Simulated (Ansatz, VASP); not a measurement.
## Two plane-wave programs on Si2Mo

File INCAR:

```
PREC = Accurate ; ENCUT = 600
EDIFF = 1E-6 ; ISMEAR = 0
SIGMA = 0.1 ; LREAL = False
LASPH = True ; NELM = 100
ALGO = Normal ; ISIF = 3
LWAVE = False ; LCHARG = False
GGA = PE ; IBRION = 2
NSW = 60 ; EDIFFG = -0.04
```

File KPOINTS:

```
Automatic mesh
0
Gamma
  8 8 8
```

The input POSCAR:

```
Si2Mo
1.0
   -1.6021320000      1.6021320000      3.9080960000
    1.6021320000     -1.6021320000      3.9080960000
    1.6021320000      1.6021320000     -3.9080960000
Si Mo
2 1
Direct
    0.6645710000      0.6645710000      0.0000000000
    0.3354290000      0.3354290000      0.0000000000
    0.0000000000      0.0000000000      0.0000000000
```

Input for Ansatz:

```yaml
crystal:
  lattice:
    - [-1.602132, 1.602132, 3.908096]
    - [1.602132, -1.602132, 3.908096]
    - [1.602132, 1.602132, -3.908096]
  atoms:
    - { symbol: Si, position: [0.664571, 0.664571, 0.0] }
    - { symbol: Si, position: [0.335429, 0.335429, 0.0] }
    - { symbol: Mo, position: [0.0, 0.0, 0.0] }
basis:
  ecutwfc: 420
kpoints:
  mp_grid: { grid: [8, 8, 8] }
hamiltonian:
  xc: pbe
scf:
  occupations: { method: gaussian, width: 0.1 }
output:
  forces: true
  stress: true
  eigenvalues: true
relax:
  adjacent_minimum: "off"
  f_tol: 0.04
  max_steps: 40
  cell: { stress_tol: 0.4 }
```

The cell is a database's computed one.

Alike in both runs: task relaxation of cell and atoms; functional PBE; k mesh 8 × 8 × 8; occupations gaussian, width 0.1 eV; no spin polarisation.

|  | VASP | Ansatz |
| --- | --- | --- |
| version | VASP 6.6.1 | Ansatz 0.2.0 |
| potentials or method | VASP PAW PBE potentials, release 64 (Si, Mo_sv) | scalar-relativistic, plane waves, PAW |
| plane-wave cutoff (eV) | 600 | 420 |
| valence electrons in the cell | 22 | 22 |

Ansatz gave:

```
gap on the k mesh at the Fermi level, each at its own relaxed structure (eV) : none
relaxed volume (Å³/atom)                                                     : 13.58
relaxed cell length with the largest relative difference (Å)                 : 4.546
energy change over the relaxation (meV/atom)                                 : -2
```

**Question.** Which values does VASP return?

**Answer.** gap on the k mesh at the Fermi level, each at its own relaxed structure (eV): none; relaxed volume (Å³/atom): 13.59; relaxed cell length with the largest relative difference (Å): 4.546; energy change over the relaxation (meV/atom): -2.

A gap of «none» marks a metal or a gap that the smearing closes.
